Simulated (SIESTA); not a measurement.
## NiSb (Breithauptite) under changes of volume

One of the cells (17.103 Å³/atom); the others are scaled copies at fixed shape and fractional positions:

```
Sb Ni
1.0
     3.92800    0.00000    0.00000
    -1.96400    3.40175    0.00000
     0.00000    0.00000    5.12000
Sb Ni
2 2
Direct
  0.66667 0.33333 0.75000
  0.33333 0.66667 0.25000
  0.00000 0.00000 0.50000
  0.00000 0.00000 0.00000
```

```yaml
Program: SIESTA 5.4.2
Functional: LDA
Potentials_or_basis: PseudoDojo 0.4 standard (LDA files)
Basis: DZP (energy shift 0.003 Ry; two zetas on semicore shells)
Grid_cutoff: 800 Ry
Energy_shift: 0.003 Ry
k_mesh: 6 × 6 × 4
Occupations: fermi-dirac, width 0.05 eV
Spin: collinear spin, ferromagnetic start
Starting_moments: "[0.0, 0.0, 1.0, 1.0] μB"
```

```tsv
volume (Å³/atom)	energy over the lowest point (meV/atom)	pressure (GPa)
16.077	?	?
16.419	0.29	1.6
16.761	0.00	-1.2
17.103	5.32	-3.7
17.446	15.57	-5.9
17.788	30.21	-7.8
18.130	48.79	-9.5
```

Task: What does the run at 16.077 Å³/atom give?

Result: Energy over the lowest point 7.11 meV/atom; pressure 4.9 GPa.

Worked out: A Birch-Murnaghan fit of order 3 (a polynomial in V^(-2/3)) to the other rows has its minimum at 16.60 Å³/atom with B0 = V·E''(V) = 133 GPa and B' = 4.6 at fixed shape and positions, which overstates the stiffness. It gives 6.79 meV/atom at 16.077 Å³/atom, against the run's 7.11, and -dE/dV = 4.6 GPa, against 4.9.

Energies are extrapolated to zero smearing.

Caveats: short orbitals over semicore shells can move pressures by several GPa; the basis of atomic orbitals isn't converged, which shifts pressures, moduli and gaps.
